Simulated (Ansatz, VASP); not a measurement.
## One calculation of Pb, two programs

The input INCAR:

```
SYSTEM = Pb
PREC     = Accurate       ! precision mode
ENCUT    = 520            ! plane-wave cutoff, eV
EDIFF    = 1E-7           ! SCF threshold, eV
ISMEAR   = -5             ! smearing method
SIGMA    = 0.1            ! smearing width, eV
LREAL    = .False.        ! projectors in reciprocal space
LASPH    = .True.         ! aspherical terms in the spheres
NELM     = 60             ! most SCF steps
ALGO     = Normal         ! electronic algorithm
ISIF     = 2              ! what is computed and relaxed
LWAVE    = .False.        ! write WAVECAR
LCHARG   = .False.        ! write CHGCAR
GGA      = PE             ! functional
NBANDS   = 13             ! bands
```

Contents of KPOINTS:

```
Automatic mesh
0
Gamma
  12 12 12
  0 0 0
```

Contents of POSCAR:

```
Pb
1.0
    0.0000000000      2.4698000000      2.4698000000
    2.4698000000      0.0000000000      2.4698000000
    2.4698000000      2.4698000000      0.0000000000
Pb
1
Direct
    0.0000000000      0.0000000000      0.0000000000
```

Input for Ansatz:

```yaml
crystal:
  lattice:
    - [0.0, 2.4698, 2.4698]
    - [2.4698, 0.0, 2.4698]
    - [2.4698, 2.4698, 0.0]
  atoms:
    - { symbol: Pb, position: [0.0, 0.0, 0.0] }
kpoints:
  mp_grid: { grid: [12, 12, 12] }
scf:
  occupations: { method: tetrahedron }
hamiltonian:
  xc: pbe
  pseudopotentials: { kind: all_electron, lapw: { basis_error: 0.00025 } }
output:
  forces: true
  stress: true
  eigenvalues: true
```

Alike in both runs: task single point; functional PBE; k mesh 12 × 12 × 12; occupations tetrahedron; no spin polarisation.

|  | VASP | Ansatz |
| --- | --- | --- |
| version | VASP 6.6.1 | Ansatz 0.2.0 |
| potentials or method | VASP PAW PBE potentials, release 64 (Pb_d) | all-electron LAPW, scalar-relativistic |
| plane-wave cutoff (eV) | 520 | see its input |

```csv
,VASP,Ansatz,Ansatz less VASP
pressure (GPa),2.8,2.9,+0.07
```

Ansatz ran all-electron here, so the differences hold the error of VASP's frozen core and of both bases. Ansatz warned: «band_table_not_solved_further».

Caveats: tetrahedron occupations give inexact forces and stress in metals. Spin-orbit coupling is left out, which matters for the levels of Pb.
